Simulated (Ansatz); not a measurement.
# Pt(111) with 4 layers of random Pt-Ru, 2x2: scattering by chemical disorder, part 2 of 2

How strongly does chemical disorder scatter in Pt(111) with 4 layers of random Pt-Ru, 2x2?

Ansatz 0.2.0; Ansatz plane-wave DFT, PBE, PAW files; ballistic transport by layer matching (Landauer), zero bias; PAW set soft_1.

So far. Step 3 (With 8 alloy layers): Over the solved energies the transmission per spin lies between 3.38 and 3.99, out of 6.79 channels of the lead on average (up to 7.08).

## (4) With 12 alloy layers

In 12 layers a share of 0.125 of the sites is given to Ru at random. A fresh draw is used; the growth of the resistance with length is what counts.

System of this step: Pt(111) with 12 layers of random Pt-Ru, 2x2. The cell holds 72 atoms: 66 Pt and 6 Ru. Cell: a = 5.546 Å, b = 5.546 Å, c = 40.757 Å, α = 90.0°, β = 90.0°, γ = 120.0°. It derives from Pt. Regions: lead, 24 atoms (24 Pt); scattering region, 48 atoms (42 Pt and 6 Ru). The structure is stacked along c, and the current runs across the ab planes.

input.yaml reads:

```yaml
crystal:
  lattice:
    - [5.5462627489, 0.0, 0.0]
    - [-2.7731313745, 4.8032044366, 0.0]
    - [0.0, 0.0, 40.7565411427]
  atoms:
    - { symbol: Pt, position: [0.0, 0.0, 0.0277777778] }
    - { symbol: Pt, position: [0.0, 0.5, 0.0277777778] }
    - { symbol: Pt, position: [0.5, 0.0, 0.0277777778] }
    - { symbol: Pt, position: [0.5, 0.5, 0.0277777778] }
    - { symbol: Pt, position: [0.1666666667, 0.3333333333, 0.0833333333] }
    - { symbol: Pt, position: [0.1666666667, 0.8333333333, 0.0833333333] }
    - { symbol: Pt, position: [0.6666666667, 0.3333333333, 0.0833333333] }
    - { symbol: Pt, position: [0.6666666667, 0.8333333333, 0.0833333333] }
    - { symbol: Pt, position: [0.3333333333, 0.1666666667, 0.1388888889] }
    - { symbol: Pt, position: [0.3333333333, 0.6666666667, 0.1388888889] }
    - { symbol: Pt, position: [0.8333333333, 0.1666666667, 0.1388888889] }
    - { symbol: Pt, position: [0.8333333333, 0.6666666667, 0.1388888889] }
    - { symbol: Pt, position: [0.0, 0.0, 0.1944444444] }
    - { symbol: Pt, position: [0.0, 0.5, 0.1944444444] }
    - { symbol: Pt, position: [0.5, 0.0, 0.1944444444] }
    - { symbol: Pt, position: [0.5, 0.5, 0.1944444444] }
    - { symbol: Pt, position: [0.1666666667, 0.3333333333, 0.25] }
    - { symbol: Pt, position: [0.1666666667, 0.8333333333, 0.25] }
    - { symbol: Pt, position: [0.6666666667, 0.3333333333, 0.25] }
    - { symbol: Pt, position: [0.6666666667, 0.8333333333, 0.25] }
    - { symbol: Pt, position: [0.3333333333, 0.1666666667, 0.3055555556] }
    - { symbol: Pt, position: [0.3333333333, 0.6666666667, 0.3055555556] }
    - { symbol: Pt, position: [0.8333333333, 0.1666666667, 0.3055555556] }
    - { symbol: Pt, position: [0.8333333333, 0.6666666667, 0.3055555556] }
    - { symbol: Pt, position: [0.0, 0.0, 0.3611111111] }
    - { symbol: Ru, position: [0.0, 0.5, 0.3611111111] }
    - { symbol: Pt, position: [0.5, 0.0, 0.3611111111] }
    - { symbol: Pt, position: [0.5, 0.5, 0.3611111111] }
    - { symbol: Pt, position: [0.1666666667, 0.3333333333, 0.4166666667] }
    - { symbol: Pt, position: [0.1666666667, 0.8333333333, 0.4166666667] }
    - { symbol: Pt, position: [0.6666666667, 0.3333333333, 0.4166666667] }
    - { symbol: Ru, position: [0.6666666667, 0.8333333333, 0.4166666667] }
    - { symbol: Pt, position: [0.3333333333, 0.1666666667, 0.4722222222] }
    - { symbol: Pt, position: [0.3333333333, 0.6666666667, 0.4722222222] }
    - { symbol: Ru, position: [0.8333333333, 0.1666666667, 0.4722222222] }
    - { symbol: Pt, position: [0.8333333333, 0.6666666667, 0.4722222222] }
    - { symbol: Pt, position: [0.0, 0.0, 0.5277777778] }
    - { symbol: Ru, position: [0.0, 0.5, 0.5277777778] }
    - { symbol: Pt, position: [0.5, 0.0, 0.5277777778] }
    - { symbol: Pt, position: [0.5, 0.5, 0.5277777778] }
    - { symbol: Pt, position: [0.1666666667, 0.3333333333, 0.5833333333] }
    - { symbol: Pt, position: [0.1666666667, 0.8333333333, 0.5833333333] }
    - { symbol: Ru, position: [0.6666666667, 0.3333333333, 0.5833333333] }
    - { symbol: Pt, position: [0.6666666667, 0.8333333333, 0.5833333333] }
    - { symbol: Pt, position: [0.3333333333, 0.1666666667, 0.6388888889] }
    - { symbol: Pt, position: [0.3333333333, 0.6666666667, 0.6388888889] }
    - { symbol: Pt, position: [0.8333333333, 0.1666666667, 0.6388888889] }
    - { symbol: Pt, position: [0.8333333333, 0.6666666667, 0.6388888889] }
    - { symbol: Pt, position: [0.0, 0.0, 0.6944444444] }
    - { symbol: Ru, position: [0.0, 0.5, 0.6944444444] }
    - { symbol: Pt, position: [0.5, 0.0, 0.6944444444] }
    - { symbol: Pt, position: [0.5, 0.5, 0.6944444444] }
    - { symbol: Pt, position: [0.1666666667, 0.3333333333, 0.75] }
    - { symbol: Pt, position: [0.1666666667, 0.8333333333, 0.75] }
    - { symbol: Pt, position: [0.6666666667, 0.3333333333, 0.75] }
    - { symbol: Pt, position: [0.6666666667, 0.8333333333, 0.75] }
    - { symbol: Pt, position: [0.3333333333, 0.1666666667, 0.8055555556] }
    - { symbol: Pt, position: [0.3333333333, 0.6666666667, 0.8055555556] }
    - { symbol: Pt, position: [0.8333333333, 0.1666666667, 0.8055555556] }
    - { symbol: Pt, position: [0.8333333333, 0.6666666667, 0.8055555556] }
    - { symbol: Pt, position: [0.0, 0.0, 0.8611111111] }
    - { symbol: Pt, position: [0.0, 0.5, 0.8611111111] }
    - { symbol: Pt, position: [0.5, 0.0, 0.8611111111] }
    - { symbol: Pt, position: [0.5, 0.5, 0.8611111111] }
    - { symbol: Pt, position: [0.1666666667, 0.3333333333, 0.9166666667] }
    - { symbol: Pt, position: [0.1666666667, 0.8333333333, 0.9166666667] }
    - { symbol: Pt, position: [0.6666666667, 0.3333333333, 0.9166666667] }
    - { symbol: Pt, position: [0.6666666667, 0.8333333333, 0.9166666667] }
    - { symbol: Pt, position: [0.3333333333, 0.1666666667, 0.9722222222] }
    - { symbol: Pt, position: [0.3333333333, 0.6666666667, 0.9722222222] }
    - { symbol: Pt, position: [0.8333333333, 0.1666666667, 0.9722222222] }
    - { symbol: Pt, position: [0.8333333333, 0.6666666667, 0.9722222222] }
kpoints:
  mp_grid: { grid: [5, 5, 1] }
hamiltonian:
  xc: pbe
  pseudopotentials: { kind: paw, azcp: { folder: soft_1 } }
scf:
  occupations: { method: fermi_dirac, width: 0.1 }
output:
  transmission:
    leads: [[0, 4]]
    kmesh: [10, 10]
    e_range: [-0.05, 0.05]
    de: 0.05
  write_potential: true
  write_density: true
  volumetric_format: npy
```

On the command line:

```console
$ ansatz run input.yaml --threads 4 --pin off --max-ram 15360MiB --backend cpu --events-out ev --progress --plain --runs-dir out
```

Numbers of over 12 decimals in the logs are rounded to 6 here.

What it wrote:

```text
[...]
Crystal: 72 atoms, lattice volume = 1085.747 Å³
Basis set: ecut = 420 eV, 21305 PW (Γ)
Bands: 771, of which v1, the nominal top of the filled ones, is band 642 counted from 1 (641 counted from 0)
Symmetry: 1 space group operations
[...]
k-points: 13 of 25 (time reversal used)
[...]
SCF iter   1: F=—  HF=-861932.245966 eV  |F-HF|=—  |Δ(HF+E_count)|=         —  Δρ=9.90e-2  dr2=7.66e2  ethr=3.10e-3  ⟨swp⟩=4.8  Hψ=30604  notcnv=0  defer=391
[...]
SCF iter  11: F=-861902.749812 eV  HF=-861902.749812 eV  |F-HF|=1.30e-8  |Δ(HF+E_count)|=   1.75e-9  Δρ=3.69e-7  dr2=1.40e-8  ethr=2.73e-12  ⟨swp⟩=1.0  Hψ=27089  notcnv=0
SCF 1 converged in 11 iterations: F = -861902.749812 eV  dr2 = 1.40e-8
[...]
transmission: 388 of 3848 steps passed
transmission: 772 of 3848 steps passed
[...]
transmission: 3848 of 3848 steps passed
SCF converged after 11 iterations
Free energy (F): -861902.749812 eV
[...]
Internal energy: -861898.955793 eV  (E = F + TS)
E sigma→0 (E₀):  -861900.852803 eV
Entropy (-TS):   -3.794019 eV (-52.695 meV/atom)
Fermi energy:    23.216287 eV
[...]
--- Band table (eV; the first three rows and the last of 13) ---
  k-point 0: bands = [... 638 lower, 23.4458, 23.4583, 23.4614, 23.4626, 23.4708, 23.5160, 23.5223, 23.5449, ... 125 higher]
  k-point 1: bands = [... 638 lower, 23.2671, 23.2734, 23.3133, 23.3311, 23.3439, 23.3517, 23.3646, 23.3777, ... 125 higher]
  k-point 2: bands = [... 638 lower, 23.1263, 23.1420, 23.1481, 23.1848, 23.2327, 23.2437, 23.2600, 23.2814, ... 125 higher]
  k-point 12: bands = [... 638 lower, 23.1343, 23.1438, 23.1529, 23.1741, 23.1898, 23.2183, 23.2287, 23.2472, ... 125 higher]
--- Transmission ---
  basis      : 241 plane waves across, 74 finite elements along
  points     : 52, standing for a mesh of 10 x 10
[...]
channels       : 6.890000e0 a spin
[...]
junction   : crystal 0 to crystal 0, 1.57 to 40.06 Å
    transmission   : 2.994184e0 a spin
[...]
```

Elapsed: 29 min, on 4 threads of Arm Neoverse V1, shared host; peak memory 8.5 GiB; 1.9 h of CPU time.

This step gave:

| Quantity | Value |
| --- | --- |
| free energy | -861902.7498 eV |
| energy at zero smearing | -861900.8528 eV |
| Fermi energy | 23.22 eV |
| transmission per spin nearest the Fermi level | 2.994 |
| open channels per spin nearest the Fermi level | 6.89 |
| step of the lead's potential | 0.7 meV |

Per spin. The transmission, zone mean by energy, zero at the Fermi level:

| energy (eV) | transmission, zone mean |
| --- | --- |
| -0.0500 | 3.14 |
| 0.0000 | 2.99 |
| 0.0500 | 2.82 |

Over the solved energies the transmission per spin lies between 2.82 and 3.14, out of 6.71 channels of the lead on average (up to 7.04).

## (5) The fit

This step: Ansatz plane-wave DFT, PBE, PAW files; ballistic transport by layer matching (Landauer), zero bias; residual resistivity from the slope of the area resistance, atoms on the host's lattice; PAW set soft_1 (Ansatz 0.2.0).

Numbers from this step:

```
resistivity           : 19.88 µΩ cm
intercept             : 0.08794 fΩ m²
scatter about the fit : 0.01682 fΩ m²
```

Resistance, by row:

| run | length (Å) | T | channels N | RA (fΩ m²) |
| --- | --- | --- | --- | --- |
| n4 | 9.057 | 4.358 | 6.753 | 0.2799 |
| n8 | 18.11 | 3.694 | 6.787 | 0.4242 |
| n12 | 27.17 | 2.984 | 6.713 | 0.64 |

Table of area resistance by length of the alloy:

| length of the alloy (Å) | area resistance (fΩ m²) |
| --- | --- |
| 9.06 | 0.280 |
| 18.11 | 0.424 |
| 27.17 | 0.640 |

The area resistance goes from 0.28 to 0.64 fΩ m² between 9.1 and 27.2 Å, a slope of 20 µΩ cm.

By hand from the end points: (0.6400 − 0.2799) fΩ m² / (27.17 − 9.06) Å = 20 µΩ cm, since 1 fΩ m² per Å is 1000 µΩ cm.

## (6) Summary of results

```
resistivity from the slope  : 19.9 µΩ cm
area resistance over 9.06 Å : 0.280 fΩ m²
area resistance over 18.1 Å : 0.424 fΩ m²
area resistance over 27.2 Å : 0.640 fΩ m²
```

In words: The slope gives 20 µΩ cm. The points scatter by 0.017 fΩ m² about the line, with one random draw a length in a 2x2 cell, so the slope is a rough value. The lead's own channel count moves between the runs (6.75, 6.79 and 6.71), which shifts RA and the slope too. Read with a model of isotropic scattering on a spherical Fermi surface and the lead's 2.0×10¹⁵ S/m², this slope means a mean free path near 20 Å; over these lengths the model's slope is within 3 % of its bulk resistivity. The draw over the shortest length came out nearly ordered, with 8 symmetry operations, so that point is a poor sample of a random alloy. The atoms sit on the host's lattice, so scattering by size misfit is left out. Spin-orbit coupling is left out, which matters for Pt.

[Logs are printed without paths, hosts, clocks, repeated set-up lines and the standing remarks that a program may print on its own settings, such as how far it seeks lower states.]

[Hosts, paths, dates, database ids (printed as entryN), source tags and the programs' standing remarks are cut or masked in the printed files.]
